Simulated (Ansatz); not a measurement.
Effect of biaxial strain −1.51 %, plane normal [001], relaxed out of plane on InN

Take InN in the wurtzite structure (space group P6_3mc, No. 186; a = 3.547 Å, c = 5.723 Å) as the base. Axes: x lies along a and z along c of the hexagonal cell.

Now apply this change: compressive biaxial strain of 1.51 % in the plane normal to [001], as in epitaxy on a mismatched substrate; the out-of-plane cell vector and the atoms relax.

Method: Kohn–Sham DFT with the r2SCAN functional, run in Ansatz (a program for electronic structure) with PAW and 500 eV plane waves, no spin-orbit coupling. Settings: 11×11×6 k-points, 0.05 eV Fermi–Dirac smearing.

| quantity | base | changed | shift |
|---|---|---|---|
| volume per atom | 15.59 Å³ | 15.30 Å³ | -0.29 Å³ |
| space group | P6_3mc (No. 186) | P6_3mc (No. 186) | – |
| shortest interatomic distance | 2.161 Å | 2.146 Å | -0.015 Å |
| pressure (mean of the normal stresses, compression positive) | 0.0 GPa | 2.8 GPa | +2.8 GPa |
| band gap (uncertain: the Fermi level lies in a band; the base alone) | 0.07 eV | zero | – |
| out-of-plane strain (rough) | – | +1.19 % | – |
| mean in-plane stress (compression positive) (rough) | – | +4.1 GPa | – |

Cost of the whole job for the changed cell (relaxation, final SCF and bands): about 80 core-seconds (a rough figure).

Without a gap, meshes like the base's 11×11×6 leave anisotropic stresses uncertain by several tenths of a GPa, and small strain energies with them. No phonon test of stability was made. The final runs are not spin-polarised. Gaps under 0.05 eV, about the width of the smearing, are given as zero. The zero or small gap of InN can change with the level of theory.
